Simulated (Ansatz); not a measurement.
# GaP (F-43m): a single-point run

Aim: a sound single-point run of GaP (F-43m). The structure is shown as the input types it.

Computed with Ansatz 0.2.0 (DFT PBE, scalar-relativistic, plane waves, PAW, unless a step's input says otherwise).

## 1. The system as given

It takes space group F-43m (No. 216, cubic). Conventional cell: a = 10.405 Å, b = 10.405 Å, c = 10.405 Å, α = 90.00°, β = 90.00°, γ = 90.00°.

Structure file:

```
CELL_PARAMETERS angstrom
0.00000 5.20257 5.20257
5.20257 0.00000 5.20257
5.20257 5.20257 0.00000
ATOMIC_POSITIONS crystal
Ga 0.00000 0.00000 0.00000
P 0.75000 0.75000 0.75000
```

## 2. Running it

The input, input.yaml:

```yaml
crystal:
  lattice:
    - [0.0, 5.20256725, 5.20256725]
    - [5.20256725, 0.0, 5.20256725]
    - [5.20256725, 5.20256725, 0.0]
  atoms:
    - { symbol: Ga, position: [0.0, 0.0, 0.0] }
    - { symbol: P, position: [0.75, 0.75, 0.75] }
basis:
  ecutwfc: 420
  ecutrho_ratio: 4
kpoints:
  mp_grid: { grid: [10, 10, 10] }
hamiltonian:
  xc: pbe
scf:
  occupations: { method: gaussian, width: 0.05 }
  max_iter: 100
output:
  forces: true
  stress: true
```

Command:

```sh
$ ansatz run input.yaml --threads 4 --pin off --max-ram 7168MiB --backend cpu --events-out ev --progress --plain --runs-dir out
```

Q: Will this input give a usable result? If not, why, and what should change?

The program finished normally. That alone doesn't make the input a sound one.

The structure is inflated by the factor 1.89 between bohr and ångström. The shortest distance in the input is 4.51 Å, between atoms 1 (Ga) and 2 (P).

Remedy: divide the lengths by 1.8897.
